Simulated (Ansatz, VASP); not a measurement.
Al: VASP beside Ansatz

Contents of INCAR:

```
SYSTEM = Al
PREC     = Accurate       ! precision mode
ENCUT    = 520            ! plane-wave cutoff, eV
EDIFF    = 1E-6           ! SCF threshold, eV
ISMEAR   = -1             ! smearing method
SIGMA    = 0.1            ! smearing width, eV
LREAL    = .FALSE.        ! projectors in reciprocal space
LASPH    = .TRUE.         ! aspherical terms in the spheres
NELM     = 60             ! most SCF steps
ALGO     = Fast           ! electronic algorithm
ISIF     = 2              ! what is computed and relaxed
LWAVE    = .FALSE.        ! write WAVECAR
LCHARG   = .FALSE.        ! write CHGCAR
GGA      = RP             ! functional
NBANDS   = 8              ! bands
```

File KPOINTS:

```
regular mesh
0
G
  13 13 13
  0 0 0
```

File POSCAR:

```
Al
1.0
    2.6642355187      0.0000000000      0.0000000000
    0.0000000000      2.6642355187      0.0000000000
    0.0000000000      0.0000000000      2.6642355187
Al
1
Direct
    0.0000000000      0.0000000000      0.0000000000
```

Input for Ansatz:

```yaml
crystal:
  lattice:
    - [2.6642355187, 0.0, 0.0]
    - [0.0, 2.6642355187, 0.0]
    - [0.0, 0.0, 2.6642355187]
  atoms:
    - { symbol: Al, position: [0.0, 0.0, 0.0] }
hamiltonian:
  xc: rpbe
  pseudopotentials:
    kind: paw
    azcp:
      Al: "pseudopotentials/Al.paw.azcp"
basis:
  ecutwfc: 420
  fft_grid_basis: typed
kpoints:
  mp_grid: { grid: [13, 13, 13], shift: [0, 0, 0] }
magnetization:
  spin_polarized: false
scf:
  occupations: { method: fermi_dirac, width: 0.1 }
  lower_state_search: "off"
output:
  stress: true
```

Alike in both runs: task single point; functional RPBE; k mesh 13 × 13 × 13; occupations fermi-dirac, width 0.1 eV; no spin polarisation.

|  | VASP | Ansatz |
| --- | --- | --- |
| version | VASP 6.6.1 | Ansatz 0.2.0 |
| potentials or method | VASP PAW PBE potentials, release 64 (Al) | plane waves (420 eV) with PAW, scalar-relativistic |
| plane-wave cutoff (eV) | 520 | 420 |
| valence electrons in the cell | 3 | 3 |

|  | VASP | Ansatz | Ansatz less VASP |
| --- | --- | --- | --- |
| pressure (GPa) | 5.4 | 5.5 | +0.13 |

With one functional, cell and mesh, what is left measures potentials, basis and numerics.

Caveats: the PAW data sets were made with another functional, which shifts forces and pressure a little (VASP).
